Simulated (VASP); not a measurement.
Set up this calculation in VASP 6.6.1, as the native input.

```
Task                   : single point
Functional             : PBE
Potentials or basis    : VASP PAW PBE potentials, release 64 (Ag, Cl)
Cutoff                 : 520 eV
k mesh                 : 8 × 8 × 8
Occupations            : fermi-dirac, width 0.02 eV
Spin                   : no spin polarisation
Dipole correction      : no
Further INCAR settings : ALGO = Normal; EDIFF = 1e-06; NBANDS = 16
```

The structure of AgCl lies in POSCAR:

```
AgCl
1.0
    3.4308425132      0.0000000000      0.0000000000
    0.0000000000      3.4308425132      0.0000000000
    0.0000000000      0.0000000000      3.4308425132
Ag Cl
1 1
Direct
    0.0000000000      0.0000000000      0.0000000000
    0.5000000000      0.5000000000      0.5000000000
```

The cell was built by a generator and needn't be a form met in nature.

These files were run (other wordings do the same):

INCAR

```
PREC     = Accurate       # precision mode
ENCUT    = 520            # plane-wave cutoff, eV
EDIFF    = 1E-6           # SCF threshold, eV
ISMEAR   = -1             # smearing method
SIGMA    = 0.02           # smearing width, eV
LREAL    = F              # projectors in reciprocal space
LASPH    = T              # aspherical terms in the spheres
NELM     = 100            # most SCF steps
ALGO     = Normal         # electronic algorithm
ISIF     = 2              # what is computed and relaxed
LWAVE    = F              # write WAVECAR
LCHARG   = F              # write CHGCAR
GGA      = PE             # functional
NBANDS   = 16             # bands
```

KPOINTS

```
regular mesh
0
Gamma
  8 8 8
```

Potentials or basis: VASP PAW PBE potentials, release 64 (Ag, Cl).

Run with:

```sh
$ cat potpaw_PBE.64/Ag/POTCAR potpaw_PBE.64/Cl/POTCAR > POTCAR
$ mpirun -np 1 vasp_std > vasp.out
```

It gave:

- Pressure: -0.1 GPa
- Band gap on the k mesh: 0.57 eV, indirect (least direct gap 2.08 eV)

It took 10 s on 1 thread of Intel(R) Xeon(R) Platinum 8488C (Sapphire Rapids) (shared host), peak memory 0.16 GiB.
